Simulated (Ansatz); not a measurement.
Relaxed structure of H2 on the (111) surface of Ge, two molecules per 56.3 Å² (the molecule's atoms stand last):

```
Ge H
1.0
     8.06015    0.00000    0.00000
    -4.03007    6.98029    0.00000
     0.00000    0.00000   22.11358
Ge H
16 4
Direct
  0.66667 0.33333 0.36177
  0.66667 0.83333 0.36177
  0.16667 0.33333 0.36177
  0.16667 0.83333 0.36177
  0.50000 0.50000 0.39897
  0.50000 0.00000 0.39897
  0.00000 0.50000 0.39897
  0.00000 0.00000 0.39897
  0.99828 0.49628 0.51664
  0.99816 0.99594 0.51640
  0.49817 0.49603 0.51639
  0.49792 0.99626 0.51659
  0.83129 0.66288 0.55184
  0.83156 0.16267 0.55165
  0.33188 0.66288 0.55180
  0.33130 0.16310 0.55190
  0.70135 0.38844 0.67204
  0.62336 0.28576 0.67581
  0.18655 0.89061 0.66845
  0.16965 0.79600 0.68048
```

The calculation used DFT PBE+D3(BJ), scalar-relativistic, plane waves, PAW in Ansatz. Settings: cutoff 420 eV, Γ-centred mesh 3×3×1 on the computed 20-atom cell, Gaussian smearing of 0.10 eV; no spin polarisation. The cell repeats along c with a dipole correction in the vacuum.

The slab and the molecular layer are also computed alone at these places.

Question: How does the adsorption energy per molecule split into interaction and deformation?

Answer: E_ads = -0.070 eV: interaction of the rigid parts -0.066 eV, deformation of the slab +0.001 eV, deformation of the molecule with its lateral interactions -0.005 eV.

Question: How much charge moves across the plane at z = 13.49 Å, midway between slab and molecule?

Answer: No net charge (under 0.01 e); half the integral of |Δρ| is 0.03 e.

Question: How does the density difference (whole less rigid parts, positive where electrons gather), summed over the plane, run along c?

Answer: (z (Å), Δρ (e/Å)): (6.04, 0.001), (6.19, 0.001), (6.34, 0.001), (6.49, 0.001), (6.78, 0.001), (6.93, 0.000), (7.08, 0.000), (7.22, -0.001), (7.37, -0.002), (7.52, -0.003), (7.67, -0.003), (7.81, -0.002), (8.11, 0.000), (8.26, 0.001), (8.40, 0.002), (8.55, 0.002), (8.70, 0.001), (8.85, 0.000), (8.99, -0.002), (9.14, -0.003), (9.44, -0.006), (9.58, -0.006), (9.73, -0.005), (9.88, -0.004), (10.02, -0.002), (10.17, 0.001), (10.32, 0.003), (10.61, 0.007), (10.76, 0.007), (10.91, 0.006), (11.06, 0.004), (11.20, 0.002), (11.35, 0.000), (11.50, -0.001), (11.65, -0.002), (11.94, -0.001), (12.09, -0.001), (12.24, -0.001), (12.38, -0.001), (12.53, -0.002), (12.68, -0.002), (12.83, -0.002), (12.97, -0.001), (13.27, 0.001), (13.42, 0.003), (13.56, 0.005), (13.71, 0.006), (13.86, 0.008), (14.01, 0.008), (14.15, 0.008), (14.45, 0.003), (14.59, 0.000), (14.74, -0.003), (14.89, -0.006), (15.04, -0.006), (15.18, -0.006), (15.33, -0.005), (15.48, -0.004), (15.77, -0.002), (15.92, -0.001), (16.07, -0.001), (16.22, 0.000), (16.36, 0.000), (16.51, 0.000), (16.66, 0.000), (16.81, 0.000), (17.10, 0.000), (17.25, 0.000), (17.40, 0.000), (17.54, 0.000)